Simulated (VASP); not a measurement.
A run of VASP 6.6.1 is set up as follows.

Contents of INCAR:

```
SYSTEM = LiH21O11
ALGO = Normal
EDIFF = 1E-7
ENCUT = 520
GGA = PE
ISIF = 2
ISMEAR = -1
IVDW = 12
LASPH = .True.
LCHARG = .False.
LREAL = Auto
LWAVE = .False.
NBANDS = 67
NELM = 100
PREC = Accurate
SIGMA = 0.02
```

The input KPOINTS:

```
k-points
0
Gamma
  1 1 1
  0 0 0
```

File POSCAR:

```
LiH21O11
1.0
    7.2329760000      0.0000000000      0.0000000000
    0.0000000000      7.2329760000      0.0000000000
    0.0000000000      0.0000000000      7.2329760000
O H Li
11 21 1
Direct
    0.1949405058      0.0382415205      0.8923850985
    0.6419211124      0.5657698850      0.5916098712
    0.0447257118      0.5685488242      0.8796932272
    0.9797350358      0.7090995463      0.5435798487
    0.4892038906      0.3069552560      0.2900742378
    0.8085330298      0.0400111932      0.6690745276
    0.0543759581      0.8707757360      0.2129828718
    0.5275007134      0.9482542179      0.4364870006
    0.5229797527      0.0836861618      0.9642780510
    0.0957282314      0.4651750538      0.2516806360
    0.1314811497      0.2387122534      0.5429023959
    0.1921062644      0.1265454220      0.7820155908
    0.3329888002      0.0189825046      0.9159023893
    0.7566180228      0.6045782538      0.6485020827
    0.5946514961      0.6873795793      0.5610553664
    0.1532425934      0.5040802016      0.8054361026
    0.0852484510      0.5284132009      1.0098471224
    0.9432355368      0.7851678203      0.4359478035
    1.0239492015      0.5984673529      0.4773000768
    0.5648297464      0.3944157979      0.3591052977
    0.3722119360      0.3731797257      0.2598653722
    0.9035423317      0.1233931925      0.6238234442
    0.7136758092      0.0366515802      0.5741481791
    0.0706486514      0.9335023371      0.0952581621
    0.1297253026      0.7502720872      0.2048949146
    0.5488197389      0.9245710203      0.3056418271
    0.5006099841      1.0848093510      0.4375930461
    0.5019095874      0.1791793585      1.0520704064
    0.6272798361      0.1156232234      0.8877673588
   -0.0304577258      0.4639169271      0.2349793501
    0.1373431904      0.3406619903      0.4265049407
    0.1691834730      0.1230199022      0.4774521580
    1.0584716443      0.8331425405      0.7810892778
```

Potentials or basis: VASP PAW PBE potentials, release 64 (O, H, Li_sv).

Launch:

```sh
$ cat potpaw_PBE.64/O/POTCAR potpaw_PBE.64/H/POTCAR potpaw_PBE.64/Li_sv/POTCAR > POTCAR
$ mpirun -np 1 vasp_gam > vasp.out
```

Question: What does it give for the dispersion energy per atom?

Answer: -0.034 eV.

Question: What does it give for the band gap on the k mesh?

Answer: 3.66 eV, direct.

Question: Predict the largest force.

Answer: 3.768 eV/Å.

Forces in eV/Å, atoms in the order of the input:
```
O   -0.379  0.095 -1.694
O   -0.832 -0.290 -0.060
O    3.175 -1.424 -0.442
O    0.178  0.453 -0.263
O   -0.729  0.152 -0.525
O    0.208 -0.044  1.159
O    0.883 -1.594  0.278
O   -0.218  0.895  0.143
O    0.269 -1.321 -0.208
O    3.666  0.286  0.823
O    0.479  0.005 -1.490
H   -0.050 -0.596  1.159
H   -0.443  0.528 -0.194
H    0.840 -0.303  0.037
H   -0.553  0.315 -0.279
H   -2.392  1.179  1.146
H   -0.555  0.245 -0.366
H    0.233  0.127  0.354
H    0.310 -0.145 -0.122
H    0.138  0.343  0.349
H    0.346 -0.296  0.333
H    0.447  0.706 -0.271
H   -0.212 -0.526 -0.415
H    0.200  0.389 -0.151
H   -1.187  1.323  0.161
H    0.050  0.026 -0.071
H   -0.182 -0.770 -0.425
H    0.134  1.204  1.130
H    0.697  0.010 -0.587
H   -3.031 -0.366 -0.313
H   -0.701 -1.009  0.807
H   -0.278  0.845  0.291
Li  -0.511 -0.441 -0.295
```

 As with any semilocal functional, this PBE gap is likely too small.
